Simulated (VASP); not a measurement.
Here is a VASP 6.6.1 calculation.

File INCAR:

```
SYSTEM = Bi
  PREC = Accurate
  ENCUT = 300
  EDIFF = 1E-6
  ISMEAR = 1
  SIGMA = 0.1
  LREAL = .False.
  LASPH = .True.
  NELM = 80
  ALGO = Normal
  ISIF = 3
  LWAVE = .False.
  LCHARG = .False.
  GGA = PE
  IBRION = 2
  NSW = 90
  EDIFFG = -0.01
```

The input KPOINTS:

```
regular mesh
0
Gamma
  6 6 5
  0 0 0
```

The input POSCAR:

```
Bi
1.0
    2.2675000000      1.3091417354      3.9380000000
   -2.2675000000      1.3091417354      3.9380000000
    0.0000000000     -2.6182834708      3.9380000000
Bi
2
Direct
    0.2340000000      0.2340000000      0.2340000000
    0.7660000000      0.7660000000      0.7660000000
```

Potentials or basis: VASP PAW PBE potentials, release 64 (Bi).

Launch:

```bash
$ cat potpaw_PBE.64/Bi/POTCAR > POTCAR
$ mpirun -np 1 vasp_std > vasp.out
```

(1) Predict the space group after relaxing (to 0.05 Å).

(2) Predict the relaxed volume.

## Answers

(1) R-3m (No. 166).

(2) 36.78 Å³/atom.
